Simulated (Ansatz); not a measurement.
Space group P6/mmm (No. 191). a = 3.065 Å, b = 3.065 Å, c = 3.495 Å, α = 90.00°, β = 90.00°, γ = 120.00°
```json
{"atom": "Mg", "site": "1a", "symmetry": "6/mmm", "x": "0.0000", "y": "0.0000", "z": "0.0000"}
{"atom": "B", "site": "2d", "symmetry": "-6m2", "x": "0.3333", "y": "0.6667", "z": "0.5000"}
```

Equation of state of this MgB$_{2}$ structure (not necessarily the ground state), with shape and atoms relaxed at each volume where symmetry leaves them free. It has no gap at any of these volumes. These are results of DFT PBEsol, scalar-relativistic, plane waves, PAW (Ansatz 0.2.0), not measurements.

Cutoff 420 eV; k points 18×18×12 on the computed 3-atom cell (Γ-centred); Gaussian smearing, width 0.10 eV; no spin polarisation.

| V (Å³/atom) | E − E(largest V) (meV/atom) | P (GPa) |
| --- | --- | --- |
| 8.908 | 2.81 | 10.19 |
| 9.192 | -10.30 | 4.72 |
| 9.476 | -14.37 | -0.02 |
| 9.761 | -10.60 | -4.11 |
| 10.045 | 0.00 | -7.70 |

Fit a third-order Birch–Murnaghan equation to E(V).

V0 = 9.48 Å³/atom, B0 = 147 GPa, B0' = 3.7.